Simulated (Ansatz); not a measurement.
The system is PbS.

```
Pb S
1.0
     2.07995   -5.99130    0.00000
     2.07995    5.99130    0.00000
     0.00000    0.00000    4.27932
Pb S
2 2
Direct
  0.13056 0.86944 0.25000
  0.86944 0.13056 0.75000
  0.35480 0.64520 0.25000
  0.64520 0.35480 0.75000
```

Measurements of this composition are mostly on another form, of space group No. 225.

| Property | Result |
| --- | --- |
| Program | Ansatz 0.2.0 |
| Task | relaxation of cell and atoms |
| Functional | BLYP |
| Dispersion | D4 |
| Potentials or basis | Ansatz PAW |
| Cutoff | 420 eV (not typed: the program's choice for these potentials) |
| k mesh | 7 × 7 × 6 |
| Occupations | fermi-dirac, width 0.05 eV |
| Spin | no spin polarisation |

At the start: volume 26.66 Å³/atom.

How do energy, volume and symmetry change on relaxing?

It ends after 16 steps and the volume is 28.46 Å³/atom (+6.7 %); space group Cmcm (No. 63, to 0.05 Å).

Step by step:
```csv
step,energy change (eV),largest force (eV/Å),volume (Å³)
1,0.0000,0.2401,106.65
2,-0.0128,0.0268,106.70
3,-0.0133,0.0146,106.32
4,-0.0136,0.0051,106.99
5,-0.0139,0.0083,107.54
6,-0.0202,0.0458,109.07
7,-0.1198,0.0842,112.83
8,-0.1354,0.0442,115.57
9,-0.1444,0.0282,114.34
10,-0.1452,0.0277,113.69
11,-0.1453,0.0173,113.88
12,-0.1454,0.0165,113.86
13,-0.1454,0.0136,113.79
14,-0.1454,0.0111,113.79
15,-0.1454,0.0058,113.84
16,-0.1462,0.0058,113.84
```

Final structure:
```
Pb S
1.0
     2.11742   -6.03746    0.00000
     2.11742    6.03746    0.00000
     0.00000    0.00000    4.45250
Pb S
2 2
Direct
  0.13308 0.86692 0.25000
  0.86692 0.13308 0.75000
  0.35893 0.64107 0.25000
  0.64107 0.35893 0.75000
```

Caveat: the plane-wave basis is chosen anew once the cell has moved, so the energies of steps on either side of that aren't comparable; the PAW data sets come from PBE, with cores solved anew for the run's functional, which leaves a small shift of forces and pressure.
